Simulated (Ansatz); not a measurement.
# TePb under changes of volume

One of the cells (33.730 Å³/atom); the others are scaled copies at fixed shape and fractional positions:

```xyz
2
Lattice="0.0000 3.2310 3.2310 3.2310 0.0000 3.2310 3.2310 3.2310 0.0000" Properties=species:S:1:pos:R:3 pbc="T T T"
Pb    0.0000    0.0000    0.0000
Te    3.2310    3.2310    3.2310
```

* Program: Ansatz 0.2.0
* Functional: PBE
* Potentials or basis: Ansatz PAW
* Cutoff: 420 eV (not typed: the program's choice for these potentials)
* k mesh: 7 × 7 × 7
* Occupations: fermi-dirac, width 0.05 eV
* Spin: no spin polarisation

```tsv
volume (Å³/atom)	energy over the lowest point (meV/atom)	pressure (GPa)
31.706	57.28	5.5
32.380	?	?
33.055	21.37	3.1
33.730	10.38	2.1
34.404	3.42	1.2
35.079	0.08	0.4
35.753	0.00	-0.3
```

Task: What does the run at 32.380 Å³/atom give?

Result: Energy over the lowest point 36.83 meV/atom; pressure 4.2 GPa.

Worked out: A Birch-Murnaghan fit of order 3 (a polynomial in V^(-2/3)) to the other rows has its minimum at 35.43 Å³/atom with B0 = V·E''(V) = 38 GPa and B' = 4.5. It gives 36.85 meV/atom at 32.380 Å³/atom, against the run's 36.83, and -dE/dV = 4.2 GPa, against 4.2.

Energies are extrapolated to zero smearing.
